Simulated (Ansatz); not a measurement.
## Property card for WSe₂

These are results of Ansatz, DFT PBE, scalar-relativistic, plane waves, PAW, not measurements.

Cutoff 420 eV; k points 12×12×2 on the computed 6-atom cell (Γ-centred); Gaussian smearing, width 0.02 eV; no spin polarisation.

The structure is relaxed at this level of theory with its symmetry kept.

```cif
data_structure
_symmetry_space_group_name_H-M 'P6_3/mmc'
_symmetry_Int_Tables_number 194
_cell_length_a 3.3207
_cell_length_b 3.3207
_cell_length_c 15.2575
_cell_angle_alpha 90.000
_cell_angle_beta 90.000
_cell_angle_gamma 120.000
_cell_volume 145.70
loop_
_atom_site_label
_atom_site_type_symbol
_atom_site_symmetry_multiplicity
_atom_site_Wyckoff_symbol
_atom_site_fract_x
_atom_site_fract_y
_atom_site_fract_z
_atom_site_occupancy
W1 W 2 c 0.33333 0.66667 0.25000 1
Se1 Se 4 f 0.33333 0.66667 0.64002 1
```

Problem. Formation energy from the elements' standard states (uncorrected)?

Solution. -0.561 eV/atom.

Problem. Kohn–Sham band gap?

Solution. 1.47 eV, indirect from K to (0.174, 0.174, 0.000).

Problem. Löwdin character of the top 1 eV of the valence band?

Solution. W 5d 65 %, Se 4p 30 %.

Problem. Löwdin character of the lowest 1 eV of the conduction band?

Solution. W 5d 65 %, Se 4p 29 %.

Problem. Electron masses at the edge by Cartesian direction of the standard setting (m_e; degenerate bands sorted by energy; no spin-orbit coupling)?

Solution. x: 0.66; y: 0.59; z: 0.78.

Problem. Hole masses at the edge by Cartesian direction of the standard setting (m_e; degenerate bands sorted by energy; no spin-orbit coupling)?

Solution. x: 0.44; y: 0.44; z: 5.8.

Problem. Bader charges (e)?

Solution. W (2 in the cell) 1.09, Se (4 in the cell) -0.55.

Spin-orbit coupling is left out, which matters for the bands of heavy elements. Each cell of WSe2 holds layers, and where no dispersion correction was added their binding is poorly described.